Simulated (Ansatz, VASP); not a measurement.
# TiTe2 (1T-TiTe2, 1 layer) in two plane-wave programs, part 2 of 2

Aim: how closely do two programs agree when they are given the same cell, functional and k mesh? Of the first pair: The structure shown is the start of the Ansatz relaxation below; VASP solves that cell, so the two are compared at the walk's first step.

VASP 6.6.1 and Ansatz 0.2.0.

So far: The structure; Ansatz: relaxation, PBE; VASP: single point, PBE, start cell, pair 1.

## Step 4: Comparison

Known differences besides the potentials themselves: the data sets hold 44 valence electrons in Ansatz (on its default PAW (the set named soft_2) files) and 24 in VASP; the cutoff is 420 eV in Ansatz and 400 eV in VASP. Total energies have different zeros and are not compared.

Forces (eV/Å; atoms numbered as in POSCAR):

| atom | Ansatz x, y, z | VASP x, y, z |
| --- | --- | --- |
| Te1 | 0.000, 0.000, 0.730 | 0.000, 0.000, 0.717 |
| Te2 | 0.000, 0.000, -0.730 | 0.000, 0.000, -0.717 |
| Ti3 | 0.000, 0.000, 0.000 | 0.000, 0.000, 0.000 |

The forces differ by 6.0 meV/Å r.m.s., which is 1.8 % of the r.m.s. force of 0.338 eV/Å (both taken over all components). With vacuum in the cell, a pressure given here is an average over mostly empty space and none of the material.

## Step 5: Ansatz: relaxation, PBE

This run makes the geometry at which the two programs are then compared.

The structure compared here is the end of the Ansatz relaxation.

input.yaml

```yaml
crystal:
  lattice:
    - [3.75, 0.0, 0.0]
    - [-1.875, 3.2475952642, 0.0]
    - [0.0, 0.0, 18.6759216531]
  atoms:
    - { symbol: Te, position: [0.6666666667, 0.3333333333, 0.4015866065] }
    - { symbol: Ti, position: [0.0, 0.0, 0.5] }
    - { symbol: Te, position: [0.3333333333, 0.6666666667, 0.5984133935] }
kpoints:
  mp_grid: { grid: [12, 12, 1] }
hamiltonian:
  xc: pbe
scf:
  occupations: { method: fermi_dirac, width: 0.05 }
  convergence: { dr2_threshold: 1.0e-08 }
efield:
  axis: 3
  dipole_correction: true
  ramp_position: 0.97
  ramp_width: 0.04
relax:
  f_tol: 0.01
  cell: { fix: [c, alpha, beta] }
output:
  write_potential: true
  write_density: true
  volumetric_format: npy
```

Command:

```
> ansatz run input.yaml --threads 2 --pin off --max-ram 4096MiB --backend cpu --events-out ev --progress --plain --runs-dir out
```

Numbers of over 12 decimals in the logs are rounded to 6 here.

The log of the run:

```text
[...]
Crystal: 3 atoms, lattice volume = 227.444 Å³
Basis set: ecut = 420 eV, 4491 PW (Γ), exchange–correlation on 54×54×250 points (8 copies of the dense FFT grid, shifted against one another)
[...]
--- Relaxed structure (4 steps of the walk, 3 accepted, 1 SCFs on fresh bases) ---
[...]
cell:  # Å, volume = 228.0318 Å³
    - [3.754839, 0.0, 0]
    - [-1.877420, 3.251786, 0]
    - [0, 0, 18.6759216531]
  atoms:
    - { symbol: Te, position: [0.666667, 0.333333, 0.406752] }
    - { symbol: Ti, position: [0, 0, 0.500000] }
    - { symbol: Te, position: [0.333333, 0.666667, 0.593248] }
[key lines of the parts left out:]
SCF converged after 3 iterations
Free energy (F): -16461.663444 eV
Fermi energy:    0.444120 eV
Dipole field:    D = -0.000004 V/Å  (p = -0.000005 e·Å, saw-weighted, corrected)
Work function:   Φ+ = 4.8583 eV   Φ− = 4.8582 eV
P = ⅓ Tr σ = -0.0003 GPa (-0.003 kbar)
```

## Step 6: VASP: single point, PBE, relaxed cell, pair 2

The same cell, functional, mesh and smearing now go to VASP, with its own data sets.

INCAR

```
SYSTEM = TiTe2
PREC = Accurate
ENCUT = 500
EDIFF = 1E-06
NELM = 120
ISMEAR = -1
SIGMA = 0.05
LREAL = .FALSE.
ALGO = Normal
GGA = PE
NBANDS = 18
LASPH = .TRUE.
LORBIT = 11
LWAVE = .FALSE.
LCHARG = .FALSE.
ISIF = 2
LDIPOL = .TRUE.
IDIPOL = 3
DIPOL = 0.5 0.5 0.5
LVHAR = .TRUE.
GGA_COMPAT = .FALSE.
NELMDL = -8
```

POSCAR

```
TiTe2
1.0
    3.7548392917      0.0000000000      0.0000000000
   -1.8774196459      3.2517862138      0.0000000000
    0.0000000000      0.0000000000     18.6759216531
Te Ti
2 1
Direct
    0.6666666667      0.3333333333      0.4067521757
    0.3333333333      0.6666666667      0.5932478243
    0.0000000000      0.0000000000      0.5000000000
```

KPOINTS

```
Automatic mesh
0
Gamma
12 12 1
0 0 0
```

The projector-augmented-wave data sets are Te and Ti_sv (PBE family, release 64).

Command:

```
> mpirun -np 1 vasp_std
```

The log of the run:

```text
[... set-up lines as in an earlier step ...]
 entering main loop
       N       E                     dE             d eps       ncg     rms          rms(c)
DAV:   1     0.143130565946E+03    0.14313E+03   -0.10690E+04   836   0.102E+03
DAV:   2    -0.359236532458E+00   -0.14349E+03   -0.14101E+03   886   0.236E+02
DAV:   3    -0.173281441850E+02   -0.16969E+02   -0.16834E+02  1214   0.725E+01
DAV:   4    -0.184426400354E+02   -0.11145E+01   -0.11102E+01   964   0.178E+01
[...]
DAV:  25    -0.161929763392E+02   -0.52480E-05   -0.56759E-07   624   0.342E-03    0.104E-03
DAV:  26    -0.161929778843E+02   -0.15451E-05   -0.15469E-07   566   0.164E-03    0.111E-03
DAV:  27    -0.161929781257E+02   -0.24141E-06   -0.16519E-08   432   0.778E-04
   1 F= -.16192978E+02 E0= -.16187706E+02  d E =-.105433E-01
```

From OUTCAR (step 6):

```text
  Total       -0.0135342     -0.0135342      0.0382274      0.0000000      0.0000000     -0.0000000
  in kB       -0.0950930     -0.0950930      0.2685902      0.0000000      0.0000000     -0.0000000
  external PRESSURE =       0.0261347 kB  Pullay stress =       0.0000000 kB

 POSITION                                       TOTAL-FORCE (eV/Angst)
 -----------------------------------------------------------------------------------
      1.87742      1.08393      7.59647         0.000000      0.000000     -0.014185
     -0.00000      2.16786     11.07945        -0.000000     -0.000000      0.014185
      0.00000      0.00000      9.33796        -0.000000      0.000000      0.000000
 -----------------------------------------------------------------------------------
    total drift:                               -0.000000      0.000000     -0.000000

  FREE ENERGIE OF THE ION-ELECTRON SYSTEM (eV)
  ---------------------------------------------------
  free  energy   TOTEN  =       -16.1929781257 eV

  energy  without entropy=      -16.1824348423  energy(sigma->0) =      -16.18770648

[... 1 part as in an earlier step ...]

[... 2 further parts left out ...]
[key lines of the parts left out:]
E-fermi :  -0.7752
```

## Step 7: Side by side

What differs besides the data sets and the points named for the pairs above, as far as they apply: the data sets hold 44 valence electrons in Ansatz (on its default PAW (the set named soft_2) files) and 24 in VASP; the cutoff is 420 eV in Ansatz and 500 eV in VASP; Ansatz's pressure holds a Pulay correction, VASP's none. Total energies have different zeros and are not compared.

Both answers:

| quantity | Ansatz | VASP | difference |
| --- | --- | --- | --- |
| pressure (GPa) | 0.00 | 0.00 | 0.00 |
| work function, lower of the two faces (eV) | 4.86 | 4.86 | 0.00 |
| work function, higher of the two faces (eV) | 4.86 | 4.86 | 0.00 |

At this near-relaxed geometry the largest component of a force difference is 9 meV/Å. With vacuum in the cell, a pressure given here is an average over mostly empty space and none of the material.

## Step 8: Summary of results

- r.m.s. force difference (single point, PBE, start cell, pair 1): 1.8 % of the r.m.s. force
- difference in work function, lower of the two faces (single point, PBE, relaxed cell, pair 2): -0.0050 eV

What this shows: The r.m.s. force difference is 1.8 % of the r.m.s. force (single point, PBE, start cell, pair 1), within the 3 % picked in this series as the mark of a large difference. The data sets hold unlike numbers of valence electrons (44 in Ansatz and 24 in VASP), so part of the differences comes from the potentials. Such differences can come from data sets, numerical settings and the points named under the comparisons, not from the functional's error against experiment.

[Lines on the potential files, build, host, timing and source positions are cut from VASP's logs without a mark.]

[Logs are printed without paths, hosts, clocks, repeated set-up lines and the standing remarks that a program may print on its own settings, such as how far it seeks lower states.]

[Hosts, paths, dates, database ids (printed as entryN), source tags and the programs' standing remarks are cut or masked in the printed files.]
